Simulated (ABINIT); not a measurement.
# MoS2 (R-3m) in ABINIT: notebook

Aim: see how the results for MoS2 move with the level of theory and the settings. Levels: LDA, PBEsol. Tasks: relaxation of cell and atoms.

Everything below comes from runs of ABINIT 10.8.3 (patched build). Logs are shortened: lines on timing, memory, paths and dates and some standing lists are left out, and cuts for length are marked. The log counts tension as positive stress, the text compression.

### Step 1. Starting point

Symmetry: R-3m, No. 166, trigonal system. Conventional cell: a = 3.171 Å, b = 3.171 Å, c = 18.345 Å, α = 90.00°, β = 90.00°, γ = 120.00°. Around Mo (site symmetry -3m) lie 6 S at 2.39 Å. S (site symmetry 3m) is surrounded by 3 Mo at 2.39 Å.

Measurements of this composition are mostly on another form, of space group No. 194.

### Step 2. Relaxation of cell and atoms, LDA

File run.abi:

```
# Pseudopotentials
pp_dirpath "./"
pseudos "Mo.LDA_PW-JTH.xml, S.LDA_PW-JTH.xml"

# Structure
acell 3*1.0
rprim
     2.9961607706     1.7298342274    11.5556689531
    -2.9961607706     1.7298342274    11.5556689531
     0.0000000000    -3.4596684549    11.5556689531
ntypat 2
znucl 42 16
natom 3
typat 1 2 2
xred
     0.0000000000     0.0000000000     0.0000000000
     0.2500000000     0.2500000000     0.2500000000
     0.7500000000     0.7500000000     0.7500000000
chkprim 0
chksymtnons 0
tolsym 1.0e-6

# Plane-wave basis
ecut 20.0
pawecutdg 40.0

# k points
kptopt 1
ngkpt 8 8 8
nshiftk 1
shiftk 0.0 0.0 0.0

# Exchange and correlation
ixc 7

# Bands and occupations
nband 17
occopt 3
tsmear 0.00183747

# SCF cycle
nstep 100
tolvrs 1.0e-9

# Output
iomode 3
prtwf 0
prtden 0
prteig 0
prtebands 0
enunit 1

# Relaxation
ionmov 22
ntime 60
tolmxf 0.0002
optcell 2
dilatmx 1.08
ecutsm 0.5
```

Potentials or basis: JTH PAW LDA v2.0.

Command:

```console
abinit run.abi > log 2>&1
```

run.abo:

```text
.Version 10.8.3 of ABINIT
 Symmetries : space group R-3 m (#166); Bravais hR (rhombohedral)
================================================================================
 Values of the parameters that define the memory need of the present run
     intxc =       0    ionmov =      22      iscf =      17    lmnmax =      18
     lnmax =       6     mgfft =      54  mpssoang =       3    mqgrid =    3001
     natom =       3  nloc_mem =       2    nspden =       1   nspinor =       1
    nsppol =       1      nsym =      12    n1xccc =       1    ntypat =       2
    occopt =       3   xclevel =       1
       mpw =        1963          nfft =      157464          nkpt =          65
 PAW method is used; the additional fine FFT grid is defined by:
   mgfftf=        80    nfftf =    512000
================================================================================
================================================================================

--------------------------------------------------------------------------------
------------- Echo of variables that govern the present computation ------------
--------------------------------------------------------------------------------
 -outvars: echo values of preprocessed input variables --------
            acell      1.0000000000E+00  1.0000000000E+00  1.0000000000E+00 Bohr
              amu      9.59400000E+01  3.20660000E+01
          chkprim           0
      chksymtnons           0
          dilatmx      1.08000000E+00
             ecut      2.00000000E+01 Hartree
           ecutsm      5.00000000E-01 Hartree
           enunit           1
           ionmov          22
                       outvar_i_n : Printing only first  50 k-points.
              ixc           7
                       outvar_i_n : Printing only first  50 k-points.
         kptrlatt        8    0    0      0    8    0      0    0    8
          kptrlen      4.79385723E+01
            natom           3
            nband          17
            ngfft          54      54      54
          ngfftdg          80      80      80
             nkpt          65
            nstep         100
             nsym          12
            ntime          60
           ntypat           2
                       prtocc : prtvol=0, do not print more k-points.
           occopt           3
          optcell           2
        pawecutdg      4.00000000E+01 Hartree
           prtden           0
        prtebands           0
           prteig           0
            prtwf           0
            rprim      2.9961607706E+00  1.7298342274E+00  1.1555668953E+01
                      -2.9961607706E+00  1.7298342274E+00  1.1555668953E+01
                       0.0000000000E+00 -3.4596684549E+00  1.1555668953E+01
          spgroup         166
           tolmxf      2.00000000E-04
           tolsym      1.00000000E-06
           tolvrs      1.00000000E-09
           tsmear      1.83747000E-03 Hartree
            typat      1  2  2
           useylm           1
                       outvars : Printing only first  50 k-points.
           xangst      0.0000000000E+00  0.0000000000E+00  0.0000000000E+00
                       2.9262457892E-17 -1.3229313857E-11  4.5862474969E+00
                       1.1727538811E-16 -3.9688176574E-11  1.3758742491E+01
            xcart      0.0000000000E+00  0.0000000000E+00  0.0000000000E+00
                       5.5298031187E-17 -2.4999780024E-11  8.6667517148E+00
                       2.2161836484E-16 -7.4999784161E-11  2.6000255144E+01
             xred      0.0000000000E+00  0.0000000000E+00  0.0000000000E+00
                       2.5000000000E-01  2.5000000000E-01  2.5000000000E-01
                       7.5000000000E-01  7.5000000000E-01  7.5000000000E-01
            znucl       42.00000   16.00000

================================================================================

 chkinp: Checking input parameters for consistency.

================================================================================
== DATASET  1 ==================================================================

--- !DatasetInfo
iteration_state: {dtset: 1, }
dimensions: {natom: 3, nkpt: 65, mband: 17, nsppol: 1, nspinor: 1, nspden: 1, mpw: 1963, }
cutoff_energies: {ecut:  20.0, pawecutdg:  40.0, }
electrons: {nelect:   2.60000000E+01, charge:   0.00000000E+00, occopt:   3.00000000E+00, tsmear:   1.83747000E-03, }
meta: {optdriver: 0, ionmov: 22, optcell: 2, iscf: 17, paral_kgb: 0, }
...

 Exchange-correlation functional for the present dataset will be:
  LDA: Perdew-Wang 92 LSD fit to Ceperley-Alder data - ixc=7
  J.P.Perdew and Y.Wang, PRB 45, 13244 (1992)

[... 237 lines left out ...]
  2.99276896276543E+00  1.72787596623358E+00  1.15909927814278E+01
 -2.99276896276543E+00  1.72787596623358E+00  1.15909927814278E+01
  0.00000000000000E+00 -3.45575193256747E+00  1.15909927814278E+01
 Unitary Cell Volume (ucvol) [Bohr^3]=  3.59631430827692E+02
 Angles (23,13,12)= [degrees]
  2.86515467379080E+01  2.86515467379080E+01  2.86515467380224E+01
 Lengths [Bohr]
  1.20951781747229E+01  1.20951781747229E+01  1.20951781747338E+01
 Stress tensor in cartesian coordinates (strten) [Ha/bohr^3]
  2.67845716353506E-04  0.00000000000000E+00  0.00000000000000E+00
  0.00000000000000E+00  2.67845716416756E-04  1.97876206485852E-14
  0.00000000000000E+00  1.97876206485852E-14  3.33056975181606E-04
 Total energy (etotal) [Ha]= -8.98666543816599E+01

 Difference of energy with previous step (new-old):
           Absolute (Ha)= 9.53484E-04
           Relative     = 1.06099E-05

--- Iteration: ( 3/60) Internal Cycle: (1/1)
--------------------------------------------------------------------------------

---SELF-CONSISTENT-FIELD CONVERGENCE--------------------------------------------
[... 1390 lines left out ...]
 Difference of energy with previous step (new-old):
           Absolute (Ha)=-1.79502E-06
           Relative     =-1.99735E-08

 At Broyd/MD step  15, gradients are converged :
  max grad (force/stress) = 1.6321E-04 < tolmxf= 2.0000E-04 ha/bohr (free atoms)

================================================================================

 ----iterations are completed or convergence reached----

 Mean square residual over all n,k,spin=   86.293E-14; max=  42.032E-11
 reduced coordinates (array xred) for    3 atoms
       0.000000000000      0.000000000000     -0.000000000000
       0.243394351236      0.243394351236      0.243394351236
       0.756605648764      0.756605648764      0.756605648764
 rms dE/dt=  7.6056E-04; max dE/dt=  9.3149E-04; dE/dt below (all hartree)
    1       0.000000000000      0.000000000000      0.000000000000
    2      -0.000931490807     -0.000931490807     -0.000931490807
    3       0.000931490807      0.000931490807      0.000931490807

 cartesian coordinates (angstrom) at end:
    1      0.00000000000000     0.00000000000000     0.00000000000000
    2      0.00000000000000    -0.00000000001247     4.32089025320138
    3     -0.00000000000000    -0.00000000003874    13.43174135580924

 cartesian forces (hartree/bohr) at end:
    1     -0.00000000000000    -0.00000000000000    -0.00000000000000
    2      0.00000000000000    -0.00000000000000     0.00008329869924
    3     -0.00000000000000     0.00000000000000    -0.00008329869924
 frms,max,avg= 3.9267383E-05 8.3298699E-05   0.000E+00  0.000E+00  0.000E+00 h/b

 cartesian forces (eV/Angstrom) at end:
    1     -0.00000000000000    -0.00000000000000    -0.00000000000000
    2      0.00000000000000    -0.00000000000000     0.00428339133586
    3     -0.00000000000000     0.00000000000000    -0.00428339133586
 frms,max,avg= 2.0192100E-03 4.2833913E-03   0.000E+00  0.000E+00  0.000E+00 e/A
 length scales= 11.683434229970 11.683434229970 11.683434229981 bohr
              =  6.182607135390  6.182607135390  6.182607135396 angstroms
 Fermi (or HOMO) energy (eV) =   9.53135   Average Vxc (eV)= -11.55625
 Eigenvalues (   eV  ) for nkpt=  65  k points:
 kpt#   1, nband= 17, wtk=  0.00195, kpt=  0.0000  0.0000  0.0000 (reduced coord)
 -51.96126  -26.14344  -25.93402  -25.93402   -5.83781   -3.99592    2.12379    5.80395
   5.80395    7.83340    8.16315    8.72844    8.72844    9.71140    9.71140   12.82318
  12.82318
 prteigrs : prtvol=0 or 1, do not print more k-points.

--- !EnergyTerms
iteration_state     : {dtset: 1, itime: 15, icycle: 1, }
comment             : Components of total free energy in Hartree
kinetic             :  1.86290468155367E+01
hartree             :  2.50590522778362E+01
xc                  : -1.12452836370471E+01
Ewald energy        : -6.45357499306595E+01
psp_core            :  2.56206967271539E+00
local_psp           : -7.28983495373665E+01
PAW spherical_terms :  1.25596781029955E+01
internal            : -8.98695362359893E+01
'-kT*entropy'       : -4.38910389510640E-04
total_energy        : -8.98699751463788E+01
total_energy_eV     : -2.44548660562483E+03
...

--- !EnergyTermsDC
iteration_state     : {dtset: 1, itime: 15, icycle: 1, }
comment             : '"Double-counting" decomposition of free energy'
band_energy         : -7.17764625181389E+00
Ewald energy        : -6.45357499306595E+01
psp_core            :  2.56206967271539E+00
xc_dc               : -2.36455537251777E+01
PAW spherical_terms :  2.92734264888194E+00
internal            : -8.98695375860538E+01
'-kT*entropy'       : -4.38910389510640E-04
total_energy_dc     : -8.98699764964433E+01
total_energy_dc_eV  : -2.44548664236195E+03
...

--- !EnergyTermsWithPAWCore
iteration_state     : {dtset: 1, itime: 15, icycle: 1, }
comment             : 'Components of total free energy, including PAW core contributions'
Total energy        : -4.84095277177767E+03
Total energy DC     : -4.84095277312773E+03
Total energy (eV)   : -1.31729035671394E+05
Total energy DC (eV): -1.31729035708132E+05
...

 rms coord change=  5.3935E-03   atom, delta coord (reduced):
     1        0.000000000000      0.000000000000     -0.000000000000
     2       -0.006605648764     -0.006605648764     -0.006605648764
     3        0.006605648764      0.006605648764      0.006605648764

 Cartesian components of stress tensor (hartree/bohr^3)
  sigma(1 1)=  4.49001770E-07  sigma(3 2)=  2.22133247E-14
  sigma(2 2)=  4.49001841E-07  sigma(3 1)=  0.00000000E+00
  sigma(3 3)=  1.63209344E-06  sigma(2 1)=  0.00000000E+00

-Cartesian components of stress tensor (GPa)         [Pressure= -2.4813E-02 GPa]
- sigma(1 1)=  1.32100881E-02  sigma(3 2)=  6.53538575E-10
- sigma(2 2)=  1.32100902E-02  sigma(3 1)=  0.00000000E+00
- sigma(3 3)=  4.80178468E-02  sigma(2 1)=  0.00000000E+00

== END DATASET(S) ==============================================================
================================================================================

 -outvars: echo values of variables after computation  --------
            acell      1.1683434230E+01  1.1683434230E+01  1.1683434230E+01 Bohr
           etotal     -8.9869976496E+01
            fcart     -6.1653730040E-21 -0.0000000000E+00 -0.0000000000E+00
                       2.7500846376E-20 -2.7995248690E-21  8.3298699239E-05
                      -2.1335473372E-20  2.7995248690E-21 -8.3298699239E-05
            rprim      2.5085868895E-01  1.4483333159E-01  9.5712759037E-01
                      -2.5085868895E-01  1.4483333159E-01  9.5712759037E-01
                       0.0000000000E+00 -2.8966666319E-01  9.5712759036E-01
           strten      4.4900176997E-07  4.4900184097E-07  1.6320934404E-06
                       2.2213324678E-14  0.0000000000E+00  0.0000000000E+00
           xangst      2.1968281347E-19  8.9218812878E-19  2.0217713647E-18
                       4.2697646381E-17 -1.2465916405E-11  4.3208902532E+00
                      -2.2934794823E-17 -3.8743137421E-11  1.3431741356E+01
             xred      3.5076724874E-19  2.0912419447E-19 -2.1823426090E-19
                       2.4339435124E-01  2.4339435124E-01  2.4339435124E-01
                       7.5660564876E-01  7.5660564876E-01  7.5660564876E-01
 Calculation completed.
```

Run time: 22 min. Hardware: 1 thread of AMD EPYC 9R45 (Zen 5), shared host; peak memory 0.29 GiB.

Results:

```
Free energy                                           : -2445.4866 eV
Relaxed volume                                        : 16.44 Å³/atom
Relaxed cell                                          : a = 6.183 Å, b = 6.183 Å, c = 6.183 Å, α = 29.06°, β = 29.06°, γ = 29.06°
Space group after relaxing (to 0.05 Å)                : R-3m (No. 166)
Energy gained by relaxing                             : 21.5 meV/atom
Ionic steps                                           : 15
Pressure after relaxing                               : 0.0 GPa
Largest force after relaxing                          : 0.004 eV/Å
Band gap on the k mesh                                : none (metal or under the smearing width)
Valence electrons inside the program's atomic spheres : Mo 11.32; S 3.58
```

Forces in eV/Å, atoms in the order of the input:
```
Mo   0.000  0.000  0.000
S    0.000  0.000  0.004
S    0.000  0.000 -0.004
```

The path:
```csv
step,energy change (eV),largest force (eV/Å),pressure (GPa),volume (Å³)
1,0.0000,0.5695,0.26,53.25
2,0.0259,0.8164,-8.52,53.29
3,-0.0143,0.3268,-1.24,53.22
4,-0.0180,0.2351,-1.80,53.20
5,-0.0248,0.0285,-3.36,53.06
6,-0.0275,0.0891,-3.63,52.91
7,-0.0412,0.2619,-3.88,51.89
8,-0.0530,0.2705,-2.76,50.70
9,-0.0616,0.0133,-0.01,49.76
10,-0.0618,0.0378,0.16,49.72
11,-0.0624,0.0788,0.48,49.59
12,-0.0634,0.0972,0.70,49.37
13,-0.0640,0.0280,0.56,49.04
14,-0.0644,0.0183,0.23,49.22
15,-0.0645,0.0043,-0.02,49.31
```

Final structure:
```xyz
3
Lattice="1.5510 0.8954 5.9175 -1.5510 0.8954 5.9175 0.0000 -1.7909 5.9175" Properties=species:S:1:pos:R:3 pbc="T T T"
Mo    0.0000    0.0000    0.0000
S     0.0000    0.0000    4.3209
S     0.0000    0.0000   13.4317
```

LDA usually gives volumes a few per cent too small. Zero-point motion and thermal expansion aren't in these numbers.

[end of part 1 of 2]
